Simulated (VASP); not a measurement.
Input of a VASP 6.6.1 run:

POSCAR

```
H9ClO4
1.0
    5.7296700000      0.0000000000      0.0000000000
    0.0000000000      5.7296700000      0.0000000000
    0.0000000000      0.0000000000      5.7296700000
O H Cl
4 9 1
Direct
    0.7038799791      0.3044503436      0.1001279306
    0.7514394372      0.9508924598      0.8171500278
    0.4798007564     -0.0791843160      0.4064108404
   -0.0508406243      0.7507413167      0.3100876665
    0.7239858491      0.1889812153     -0.0123392796
    0.8298558207      0.3251670690      0.2126824058
    0.7277556997      0.7861360253      0.8364530593
    0.5863164894      0.9543132502      0.7348939817
    0.5809060557      0.0795159233      0.3877535704
    0.4166383055     -0.1260805596      0.2761066519
   -0.2203093721      0.7163763358      0.3086565195
   -0.0319739182      0.7423813239      0.1448774537
    0.0596543955      0.6258650149      0.6109252365
    0.2151432805      0.5745357062      0.7573560083
```

The input INCAR.step1:

```
PREC = Accurate
ENCUT = 520
ISMEAR = -1
SIGMA = 0.05
LREAL = F
LASPH = T
NELM = 100
NBANDS = 33
GGA = PE
ALGO = Normal
EDIFF = 1E-4
LWAVE = T
LCHARG = F
```

File INCAR.step2:

```
PREC = Accurate
ENCUT = 520
EDIFF = 1E-6
ISMEAR = -1
SIGMA = 0.05
LREAL = F
LASPH = T
NELM = 100
ALGO = Normal
ISIF = 2
LWAVE = F
LCHARG = F
METAGGA = R2SCAN
LMIXTAU = T
IVDW = 12
VDW_S6 = 1.0
VDW_S8 = 0.78981345
VDW_A1 = 0.49484001
VDW_A2 = 5.73083694
NBANDS = 33
ISTART = 1
```

File KPOINTS:

```
regular mesh
0
Gamma
  1 1 1
```

Potentials or basis: VASP PAW PBE potentials, release 64 (O, H, Cl).

The run is started by

```sh
$ cat potpaw_PBE.64/O/POTCAR potpaw_PBE.64/H/POTCAR potpaw_PBE.64/Cl/POTCAR > POTCAR
$ cp INCAR.step1 INCAR
$ mpirun -np 1 vasp_gam > vasp.out
$ cp INCAR.step2 INCAR
$ mpirun -np 1 vasp_gam > vasp.out
```

(1) Predict the dispersion energy per atom.

(2) Estimate the band gap on the k mesh.

(3) Estimate the largest force.

## Answers

(1) -0.017 eV.

(2) 5.30 eV, direct.

(3) 9.494 eV/Å.

Caveat: the PAW data sets were made with another functional, which shifts forces and pressure a little.
